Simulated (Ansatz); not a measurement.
Sb, 1 atom in the cell. The structure is tetragonal, space group I4/mmm (No. 139). The conventional cell has a = 3.067 Å, b = 3.067 Å, c = 5.275 Å, α = 90.00°, β = 90.00°, γ = 90.00°. Around Sb (site symmetry 4/mmm) lie 12 Sb at 3.07 to 3.41 Å. This isn't the form of Sb at room conditions, which is rhombohedral. The cell isn't the ideal one: volume scaled by 0.92.

```yaml
Program: Ansatz 0.2.0
Task: relaxation of cell and atoms
Functional: PBE
Potentials_or_basis: all-electron LAPW, scalar-relativistic
Basis_error_allowed: 0.001 eV/atom
k_mesh: 12 × 12 × 12
Occupations: gaussian, width 0.05 eV
Spin: no spin polarisation
```

Potentials or basis: all-electron LAPW, scalar-relativistic.

The run is started by

```sh
$ ansatz run input.yaml --threads 1 --pin off --max-ram 3072MiB --backend cpu --events-out ev --progress --plain --runs-dir out
```

Hardware: 1 thread of Intel(R) Xeon(R) Processor @ 2.70GHz, on a shared host.

Question: Estimate the wall time of this run.

Answer: Wall time 54 s on 1 thread of Intel(R) Xeon(R) Processor @ 2.70GHz, with other jobs on the host, peak memory 0.36 GiB. Counts: scf iterations 31, plane waves 179, k points 163, bands 16, ion steps 8.
